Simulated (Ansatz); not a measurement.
The system is TiTe.

```xyz
2
Lattice="0.0000 3.3106 3.3106 3.3106 0.0000 3.3106 3.3106 3.3106 0.0000" Properties=species:S:1:pos:R:3 pbc="T T T"
Ti    0.0000    0.0000    0.0000
Te    1.6553    1.6553    1.6553
```

The cell comes from a database or a generator and needn't be the stable form of this composition.

| Item | Value |
| --- | --- |
| Program | Ansatz 0.2.0 |
| Task | relaxation of cell and atoms |
| Functional | HSEsol |
| Potentials or basis | Ansatz PAW |
| Cutoff | 420 eV (not typed: the program's choice for these potentials) |
| k mesh | 4 × 4 × 4 |
| Occupations | fermi-dirac, width 0.05 eV |
| Spin | no spin polarisation |

At the start: volume 36.28 Å³/atom.

**Question.** How do energy, volume and symmetry change on relaxing?

**Answer.** It ends after 6 steps and the volume is 28.95 Å³/atom (-20.2 %); space group F-43m (No. 216, to 0.05 Å).

Step by step:
| step | energy change (eV) | largest force (eV/Å) | volume (Å³) |
| --- | --- | --- | --- |
| 1 | 0.0000 | 0.0000 | 72.57 |
| 2 | -0.4388 | 0.0000 | 62.46 |
| 3 | -0.4872 | 0.0000 | 55.86 |
| 4 | -0.5016 | 0.0000 | 58.15 |
| 5 | -0.5019 | 0.0000 | 57.91 |
| 6 | -0.4995 | 0.0000 | 57.91 |

Final structure:
```
CELL_PARAMETERS angstrom
0.00000 3.07068 3.07068
3.07068 0.00000 3.07068
3.07068 3.07068 0.00000
ATOMIC_POSITIONS crystal
Ti 0.00000 0.00000 0.00000
Te 0.25000 0.25000 0.25000
```

Caveat: the k mesh is coarse (spacing up to 0.41 Å⁻¹), so the values aren't converged, least of all with exact exchange; the volume moved by over 15 % at a fixed basis, so the end points are rough; the plane-wave basis is chosen anew once the cell has moved, so the energies of steps on either side of that aren't comparable; the PAW data sets come from PBE, with cores solved anew for the run's functional, which leaves a small shift of forces and pressure.
